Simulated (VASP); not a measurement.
Input of a VASP 6.6.1 run:

The input POSCAR:

```
TaN
1.0
    3.0480018400      0.0000000000      0.0000000000
   -1.5240009200      2.6396470300      0.0000000000
    0.0000000000      0.0000000000      4.9179997800
Ta N
2 2
Direct
    0.0000000000      0.0000000000      0.0000000000
    0.0000000000      0.0000000000      0.5000000000
    0.3333333333      0.6666666667      0.2500000000
    0.6666666667      0.3333333333      0.7500000000
```

Contents of INCAR.step1:

```
PREC = Accurate ; ENCUT = 450
EDIFF = 1E-5 ; ISMEAR = 0
SIGMA = 0.05 ; LREAL = False
LASPH = True ; NELM = 60
ALGO = Normal ; ISIF = 2
LWAVE = True ; ISPIN = 2
MAGMOM = 0.5 0.5 0 0 ; LORBIT = 11
LMAXMIX = 4 ; GGA = PE
```

Contents of INCAR.step2:

```
PREC = Accurate ; ENCUT = 450
EDIFF = 1E-6 ; ISMEAR = 0
SIGMA = 0.05 ; LREAL = False
LASPH = True ; NELM = 60
ALGO = Normal ; ISIF = 2
LWAVE = False ; LCHARG = True
ISPIN = 2 ; MAGMOM = 0.5 0.5 0 0
LORBIT = 11 ; LMAXMIX = 4
GGA = PE ; LHFCALC = True
HFSCREEN = 0.2 ; PRECFOCK = Fast
LELF = True ; LVHAR = True
ISTART = 1
```

KPOINTS

```
regular mesh
0
Gamma
  5 5 3
```

Potentials or basis: VASP PAW PBE potentials, release 64 (Ta_pv, N).

The run is started by

```bash
$ cat potpaw_PBE.64/Ta_pv/POTCAR potpaw_PBE.64/N/POTCAR > POTCAR
$ cp INCAR.step1 INCAR
$ mpirun -np 1 vasp_std > vasp.out
$ cp INCAR.step2 INCAR
$ mpirun -np 1 vasp_std > vasp.out
```

Problem. Predict the band gap on the k mesh.

Solution. None (metal or under the smearing width).

Problem. What does it give for the net moment?

Solution. 0.67 μB per cell.

Problem. What does it give for the site moments?

Solution. Ta +0.25; N +0.00 μB.

Caveat: the k mesh is coarse (spacing up to 0.48 Å⁻¹), so the values aren't converged, least of all with exact exchange. Spin-orbit coupling is left out, which matters for the levels of Ta.
